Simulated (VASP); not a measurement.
# CdS (Greenockite) (P6_3mc) in VASP: a series of runs, part 2 of 2

VASP 6.6.1. Earlier steps stand in the parts before.

## Step 3: Relaxation of cell and atoms, revPBE

The input, INCAR:

```
  PREC = Accurate
  ENCUT = 600
  EDIFF = 1E-6
  ISMEAR = -1
  SIGMA = 0.05
  LREAL = False
  LASPH = True
  NELM = 100
  ALGO = Normal
  ISIF = 3
  LWAVE = False
  LCHARG = False
  GGA = RE
  IBRION = 2
  NSW = 60
  EDIFFG = -0.01
```

The input, KPOINTS:

```
regular mesh
0
Gamma
  7 7 4
```

The input, POSCAR:

```
CdS
1.0
    4.1500000000      0.0000000000      0.0000000000
   -2.0750000000      3.5940054257      0.0000000000
    0.0000000000      0.0000000000      6.7370000000
Cd S
2 2
Direct
    0.6666666667      0.3333333333      0.5000000000
    0.3333333333      0.6666666667      0.0000000000
    0.6666666667      0.3333333333      0.8750000000
    0.3333333333      0.6666666667      0.3750000000
```

Potentials or basis: VASP PAW PBE potentials, release 64 (Cd, S).

Started as:

```bash
cat potpaw_PBE.64/Cd/POTCAR potpaw_PBE.64/S/POTCAR > POTCAR
mpirun -np 1 vasp_std > vasp.out
```

OUTCAR:

```text
PREC = Accurate
   ENCUT = 600
   EDIFF = 1E-6
   ISMEAR = -1
   LREAL = False
   LASPH = True
   NELM = 100
   ISIF = 3
   GGA = RE
   IBRION = 2
   NSW = 60
   EDIFFG = -0.01

 ion  position               nearest neighbor table
   1  0.667  0.333  0.500-   3 2.53   4 2.54   4 2.54   4 2.54
   2  0.333  0.667  0.000-   4 2.53   3 2.54   3 2.54   3 2.54
   3  0.667  0.333  0.875-   1 2.53   2 2.54   2 2.54   2 2.54
   4  0.333  0.667  0.375-   2 2.53   1 2.54   1 2.54   1 2.54

  LATTYP: Found a hexagonal cell.
 ALAT       =     4.1500000000
 C/A-ratio  =     1.6233734940

  Lattice vectors:

 A1 = (   4.1500000000,   0.0000000000,   0.0000000000)
 A2 = (  -2.0750000000,   3.5940054257,   0.0000000000)
 A3 = (   0.0000000000,   0.0000000000,   6.7370000000)

Analysis of symmetry for initial positions (statically):
=====================================================================
 Subroutine PRICEL returns:
 Original cell was already a primitive cell.

 Routine SETGRP: Setting up the symmetry group for a
 hexagonal supercell.

 Subroutine GETGRP returns: Found 12 space group operations
 (whereof  6 operations were pure point group operations)
[... 161 lines left out ...]

 number of electron      36.0000008 magnetization

 Free energy of the ion-electron system (eV)
  ---------------------------------------------------
  ext. energy  EPLUGINS =         0.00000000
  ---------------------------------------------------
  free energy    TOTEN  =       -11.10160829 eV

  energy without entropy =      -11.10160825  energy(sigma->0) =      -11.10160827

------------------------ aborting loop because EDIFF is reached ----------------------------------------

  FORCE on cell =-STRESS in cart. coord.  units (eV):
  Direction    XX          YY          ZZ          XY          YZ          ZX
  --------------------------------------------------------------------------------------
  -------------------------------------------------------------------------------------
  Total        2.3577847      2.3577847      2.7727050      0.0000000      0.0000000      0.0000000
  in kB       37.5942447     37.5942447     44.2100363      0.0000000      0.0000000      0.0000000
  external PRESSURE =      39.7995086 kB  Pullay stress =       0.0000000 kB
[... 253 lines left out ...]
--------------------------------------- Ionic step        8  -------------------------------------------

 number of electron      35.9999992 magnetization

 Free energy of the ion-electron system (eV)
  ---------------------------------------------------
  ext. energy  EPLUGINS =         0.00000000
  ---------------------------------------------------
  free energy    TOTEN  =       -11.18716979 eV

  energy without entropy =      -11.18716956  energy(sigma->0) =      -11.18716967

 E-fermi :   1.3597     XC(G=0):  -8.5660

 val. band max:        0.7413098163   @ k =   0.0000   0.0000   0.0000
 cond. band min:       1.9094252169   @ k =   0.0000   0.0000   0.0000
 fundamental gap:      1.1681154006
 Fermi energy:         1.3596678281

 k-point     1 :       0.0000    0.0000    0.0000
  band No.  band energies     occupation
      1     -11.1462      2.00000
      2     -10.7956      2.00000
      3      -6.7174      2.00000
      4      -6.7133      2.00000
      5      -6.7133      2.00000
      6      -6.6461      2.00000
[... 620 lines left out ...]
  FREE ENERGIE OF THE ION-ELECTRON SYSTEM (eV)
  ---------------------------------------------------
  free  energy   TOTEN  =       -11.1871697867 eV

  energy  without entropy=      -11.1871695605  energy(sigma->0) =      -11.18716967

 reached required accuracy - stopping structural energy minimisation
```

OSZICAR:

```text
N       E                     dE             d eps       ncg     rms          rms(c)
DAV:   1     0.274091162421E+03    0.27409E+03   -0.19210E+04  1056   0.168E+03
DAV:   2     0.326610678916E+01   -0.27083E+03   -0.26386E+03  1194   0.380E+02
DAV:   3    -0.119927243980E+02   -0.15259E+02   -0.15205E+02  1272   0.902E+01
DAV:   4    -0.121739981354E+02   -0.18127E+00   -0.18109E+00  1224   0.977E+00
[... 59 lines left out ...]
DAV:   2    -0.111872100503E+02    0.25106E-03   -0.10084E-03  1208   0.351E-01    0.462E-02
DAV:   3    -0.111871804470E+02    0.29603E-04   -0.84809E-05  1128   0.832E-02    0.393E-02
DAV:   4    -0.111871718950E+02    0.85520E-05   -0.70054E-06  1146   0.185E-02    0.881E-03
DAV:   5    -0.111871701343E+02    0.17607E-05   -0.21098E-06   688   0.175E-02    0.409E-03
DAV:   6    -0.111871697867E+02    0.34757E-06   -0.32639E-07   534   0.517E-03
   8 F= -.11187170E+02 E0= -.11187170E+02  d E =-.527435E-04
```

It took 3.4 min on 1 thread of AMD EPYC 9R45 (Zen 5), shared host; peak memory 0.25 GiB.

What came out:

| Item | Value |
| --- | --- |
| Free energy | -11.1872 eV |
| Relaxed volume | 26.93 Å³/atom |
| Relaxed cell | a = 4.242 Å, b = 4.242 Å, c = 6.912 Å, α = 90.00°, β = 90.00°, γ = 120.00° |
| Space group after relaxing (to 0.05 Å) | P6_3mc (No. 186) |
| Energy gained by relaxing | 21.4 meV/atom |
| Ionic steps | 8 |
| Pressure after relaxing | 0.0 GPa |
| Band gap on the k mesh | 1.17 eV, direct |

Forces on the atoms (eV/Å):
```
Cd   0.000  0.000  0.003
Cd   0.000  0.000  0.003
S    0.000  0.000 -0.003
S    0.000  0.000 -0.003
```

The path:
```csv
step,energy change (eV),largest force (eV/Å),pressure (GPa),volume (Å³)
1,0.0000,0.0710,3.98,100.48
2,-0.0797,0.0046,-0.88,109.83
3,-0.0855,0.0141,-0.01,107.74
4,-0.0855,0.0149,0.01,107.60
5,-0.0855,0.0085,0.07,107.59
6,-0.0855,0.0033,0.07,107.58
7,-0.0855,0.0024,0.06,107.62
8,-0.0856,0.0030,0.02,107.72
```

Final structure:
```yaml
crystal:
  lattice:
    - [4.24212, 0.00000, 0.00000]
    - [-2.12106, 3.67378, 0.00000]
    - [0.00000, 0.00000, 6.91203]
  atoms:
    - { symbol: Cd, position: [0.66667, 0.33333, 0.49926] }
    - { symbol: Cd, position: [0.33333, 0.66667, 0.99926] }
    - { symbol: S, position: [0.66667, 0.33333, 0.87574] }
    - { symbol: S, position: [0.33333, 0.66667, 0.37574] }
```

Levels at points of the mesh, in eV from the valence-band top:
| k point | band 16 | band 17 | band 18 | band 19 | band 20 | band 21 |
| --- | --- | --- | --- | --- | --- | --- |
| (0.00, 0.00, 0.00) | -0.04 | 0.00 | 0.00 | 1.17 | 2.79 | 6.55 |
| (0.00, 0.00, 0.50) | -0.33 | -0.33 | -0.33 | 2.78 | 2.78 | 6.20 |

Caveat: the PAW data sets were made with another functional, which shifts forces and pressure a little.
